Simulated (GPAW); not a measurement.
# Near-edge structure at the P K edge of zinc-blende (GaP)₁₋ₓ(InP)ₓ at x = 0.125, part 3 of 3

Aim: the P K edge in zinc-blende (GaP)₁₋ₓ(InP)ₓ at x = 0.125, one member of a composition series.

GPAW 26.7.0; X-ray absorption from dipole matrix elements to empty bands, plane-wave PAW PBE.

So far. Step 5 (Spectrum with XCH, P atom 2): Main maxima below 24 eV (height): 1.4 eV (1.65), 3.8 eV (2.32), 6.8 eV (1.53) and 13.6 eV (0.98). A K edge sees empty p states on the absorber. Step 5 (Spectrum with XCH, P atom 2): The total-energy difference is 2155.91 eV. One term is added: -15.96 eV, since the hole is spin-paired here and a spin-polarised one costs that much less in the free atom (computed apart). The photon energy is then 2139.95 eV.

### 7. Spectrum with XCH, Ga atom 1

The holes are 7.8 Å apart. The excited electron is kept in the cell, where it fills the lowest empty states and screens the hole. After the field has converged, empty bands are computed with the density fixed and the dipole matrix elements are summed.

The absorber has 2 P at 2.35 Å and 2 P at 2.38 Å (tetrahedral).

Input file xas.py:

```python
import numpy as np
from ase import Atoms
from ase.parallel import parprint, paropen
from gpaw import GPAW, PW, FermiDirac, Mixer, MixerDif, setup_paths
from gpaw.test import gen
setup_paths.insert(0, '.')
gen('Ga', name='fch1s', xcname='PBE', corehole=(1, 0, 1), write_xml=True)
from gpaw.mpi import world
world.barrier()

atoms = Atoms('GaPGaPGaPGaPGaPGaPInPGaP',
    cell=[[0, 5.50325, 5.50325],
     [5.50325, 0, 5.50325],
     [5.50325, 5.50325, 0]],
    scaled_positions=[[0.000573, 0.998836, 0.998698],
     [0.1244399, 0.1244663, 0.1241861],
     [0.9984133, 0.9997907, 0.4992244],
     [0.1234846, 0.1251619, 0.6239404],
     [0.9990484, 0.4993242, 0.9973469],
     [0.1089318, 0.6287374, 0.1286418],
     [0.9993341, 0.5000961, 0.4990199],
     [0.1257003, 0.6246908, 0.6228039],
     [0.4993143, 0.9987422, 0.9992256],
     [0.6299418, 0.110114, 0.1273877],
     [0.498258, 0.999804, 0.4977142],
     [0.623385, 0.123018, 0.62433],
     [0.4980654, 0.4994812, 0.9991798],
     [0.6287849, 0.6282503, 0.1290551],
     [0.5008057, 0.4975396, 0.4996351],
     [0.6290877, 0.6293185, 0.6098278]],
    pbc=True)
atoms.calc = calc = GPAW(legacy_gpaw=True, mode=PW(400, force_complex_dtype=True), xc='PBE', setups={0: 'fch1s'},
    kpts={'size': (3, 3, 3), 'gamma': True}, occupations=FermiDirac(0.04),
    charge=-1, mixer=Mixer(0.1, 5, 50), maxiter=150,
    convergence={'density': 0.0001, 'eigenstates': 1e-6}, txt='scf.txt')
energy = atoms.get_potential_energy() + calc.get_reference_energy()
ef = calc.get_fermi_level()
out = dict(energy=energy, fermi=ef, forces=atoms.get_forces().tolist())
parprint(f'all-electron energy {energy:.4f} eV, Fermi level {ef:.4f} eV')
ev = np.array([[calc.get_eigenvalues(k, s) for k in range(len(calc.get_ibz_k_points()))] for s in range(calc.get_number_of_spins())])
out['homo'], out['lumo'], out['counts'] = ev[ev < ef].max(), ev[ev > ef].min(), sorted(set((ev < ef).sum((0, 2)).tolist()))
out['filled'] = (ev[:, 0] < ef).sum(1).tolist()

from ase.units import Ha
from gpaw.xas import dipole_matrix_elements
nb = int(calc.get_number_of_electrons() / 2) + 171
top, nb = nb, nb + 8 + nb // 12
nscf = calc.fixed_density(kpts={'size': (4, 4, 4), 'gamma': True}, nbands=nb,
    convergence={'bands': top, 'eigenstates': 5e-3}, maxiter=60, txt='nscf.txt')
cell = atoms.cell.array
ops = [cell.T @ U.T @ np.linalg.inv(cell.T) for U in nscf.wfs.kd.symmetry.op_scc]
filled = [37]  # bands filled in the ground state, by spin
E = np.arange(-6, 30, 0.1)
fwhm = np.interp(E, [4, 25], [1.82, 3.5])
Y, X, zero, highest = 0, 0, 1e9, 1e9
for spin in range(nscf.get_number_of_spins()):
    wfs = nscf.wfs
    mine = wfs.bd.get_slice()  # this rank's bands
    A = dipole_matrix_elements(wfs.setups[0])
    eps = np.zeros((wfs.kd.nibzkpts, nb))
    d = np.zeros((3, A.shape[1], wfs.kd.nibzkpts, nb), complex)
    for kpt in wfs.kpt_u:
        if kpt.s == spin and 0 in kpt.P_ani:
            eps[kpt.k, mine] = kpt.eps_n * Ha
            d[:, :, kpt.k, mine] = (kpt.weight * wfs.nspins / 2) ** 0.5 * np.inner(A, kpt.P_ani[0])
    world.sum(eps)
    world.sum(d)
    T = np.einsum('amkn,bmkn->abkn', d, d.conj()).real
    T = sum(np.einsum('ai,ijkn,bj->abkn', R, T, R) for R in ops) / len(ops)
    empty = np.ones_like(eps, bool) & (np.arange(nb) >= filled[spin])
    zero, highest = min(zero, eps[empty].min()), min(highest, eps[:, top - 1].min())
    lines = [(eps, T, empty)] if spin == 0 else lines + [(eps, T, empty)]
for eps, T, empty in lines:
    f = np.einsum('aakn->akn', T).reshape(3, -1)
    x = eps.ravel() - zero
    w = np.interp(x, E, fwhm) / 2.35482
    g = np.exp(-0.5 * ((E[:, None] - x) / w) ** 2) / (w * (2 * np.pi) ** 0.5)
    Y = Y + (f * empty.ravel()) @ g.T
    X = X + (f * ~empty.ravel()) @ g.T
out.update(E=E.round(2).tolist(), xas=Y.tolist(), xes=X.tolist(), zero=zero, valid=highest - zero, nk=len(eps), nb=nb)
for i in range(0, len(E), 10):
    parprint(f'{E[i]:7.2f}', *(f'{v:10.3e}' for v in Y[:, i]))
import json
with paropen('out.json', 'w') as f:
    json.dump(out, f)
```

Command:

```bash
$ OMP_NUM_THREADS=1 mpirun -n 4 gpaw python xas.py
```

Numbers of over 12 decimals in the logs are rounded to 6 here.

What it wrote:

```text
Input parameters:
  charge: -1
  convergence: {density: 0.0001,
                eigenstates: 1e-06}
  kpts: {gamma: True,
         size: (3, 3, 3)}
  maxiter: 150
  mixer: {backend: pulay,
          beta: 0.1,
          method: separate,
          nmaxold: 5,
          weight: 50}
  mode: {ecut: 400.0,
         force_complex_dtype: True,
         name: pw}
  occupations: {fixmagmom: False,
[...]
*p    :     0.585016
*d    :     0.000000
--------------------------------

Diagonalizing with gridspacing h=0.050

state   all-electron     PAW
-------------------------------
4s:      -0.719303    -0.719529
4p:      -0.414984    -0.415179
*d:                   -0.111571
*f:                   -0.022852
-------------------------------
all-electron energy -594261.2179 eV, Fermi level 6.4951 eV
[...]
28.00  1.478e-07  1.477e-07  1.433e-07
  29.00  1.430e-07  1.425e-07  1.402e-07
[key lines of the parts left out:]
Converged after 17 iterations.
Dipole moment: (-23.113743, -23.203999, -25.353351) |e|*Ang
Free energy:    -79.231038
Fermi level: 6.49512
```

It took 3 min on 4 MPI ranks of INTEL XEON PLATINUM 8581C at 2.10GHz (Emerald Rapids), shared host; peak memory 0.67 GiB; 12 min of CPU time.

The Ga K spectrum, Ga atom 1, excited-electron core hole (neutral cell) (energy from the bottom of the conduction band, which holds the excited electron; intensity scaled to a mean of 1 over the first 20 eV):

```tsv
E (eV)	isotropic	ε ∥ x	ε ∥ z
-2.0	0.00	0.00	0.00
-1.4	0.00	0.00	0.00
-0.8	0.02	0.02	0.02
-0.2	0.09	0.10	0.07
0.4	0.27	0.29	0.22
1.0	0.54	0.58	0.46
1.6	0.84	0.89	0.75
2.2	1.12	1.16	1.06
2.8	1.39	1.40	1.38
3.4	1.66	1.64	1.68
4.0	1.74	1.72	1.78
4.6	1.54	1.52	1.57
5.2	1.22	1.20	1.24
5.8	0.97	0.96	0.99
6.4	0.89	0.88	0.90
7.0	0.92	0.92	0.92
7.6	0.95	0.95	0.94
8.2	0.92	0.91	0.92
8.8	0.89	0.88	0.91
9.4	0.93	0.91	0.96
10.0	1.03	1.01	1.06
10.6	1.11	1.10	1.13
11.2	1.12	1.12	1.12
11.8	1.07	1.08	1.06
12.4	1.02	1.03	1.00
13.0	1.00	1.01	0.98
13.6	1.00	1.00	0.99
14.2	0.99	0.99	0.98
14.8	0.96	0.96	0.95
15.4	0.92	0.92	0.92
16.0	0.90	0.90	0.91
16.6	0.91	0.90	0.93
17.2	0.92	0.90	0.94
17.8	0.89	0.88	0.91
18.4	0.84	0.83	0.86
19.0	0.79	0.78	0.81
19.6	0.77	0.76	0.78
20.2	0.77	0.77	0.79
20.8	0.79	0.79	0.80
21.4	0.80	0.80	0.82
22.0	0.79	0.79	0.81
22.6	0.77	0.76	0.79
23.2	0.74	0.74	0.75
23.8	0.73	0.73	0.73
24.4	0.73	0.74	0.72
25.0	0.76	0.77	0.74
25.6	0.80	0.81	0.76
26.2	0.84	0.86	0.81
```

Main maxima below 25 eV (height): 3.8 eV (1.74), 7.6 eV (0.95), 11.0 eV (1.12) and 21.4 eV (0.80). 

The energy difference (zero at 10402 eV) isn't read as a photon energy: for so heavy an absorber the terms left out (the hole's spin, the functional's error) amount to tens of eV or more.

### 8. Summary of results

| Item | Value |
| --- | --- |
| absorber and edge | P K, atom 2 of the ground-state input (counted from 1) |
| surroundings | 4 Ga at 2.38 Å (tetrahedral) |
| highest intensity below 16 eV | 3.8 eV above the zero, height 2.32 |
| photon energy of the zero, with the added terms | 2139.9 eV (raw 2155.9 eV; uncertain by a few eV) |

In words: The P K edge of atom 2, with 4 Ga at 2.38 Å (tetrahedral), has its highest intensity of the first 16 eV at 3.8 eV above the zero, near 2144 eV in photon energy (uncertain by a few eV), 2.3 times the mean level of the first 20 eV (Gaussian full width 0.9 eV up to 4 eV, rising linearly to 3.5 eV at 25 eV). The mesh is coarse (0.25 Å⁻¹ between points), so small maxima may be mesh ripples.

[Banner, clock and machine lines of the logs are left out without a mark of their own.]

[Logs are printed without paths, hosts, clocks, repeated set-up lines and the standing remarks that a program may print on its own settings, such as how far it seeks lower states.]

[Hosts, paths, dates, database ids (printed as entryN), source tags and the programs' standing remarks are cut or masked in the printed files.]

[Lists of maxima count a maximum above −3 eV only where it reaches 4 % of the highest in the window and stands out from its surroundings by 2 % of it (1.5 % where it reaches 55 %); shoulders and weaker maxima are passed over, and of the rest the first, up to two pre-edge ones and the few strongest are named.]
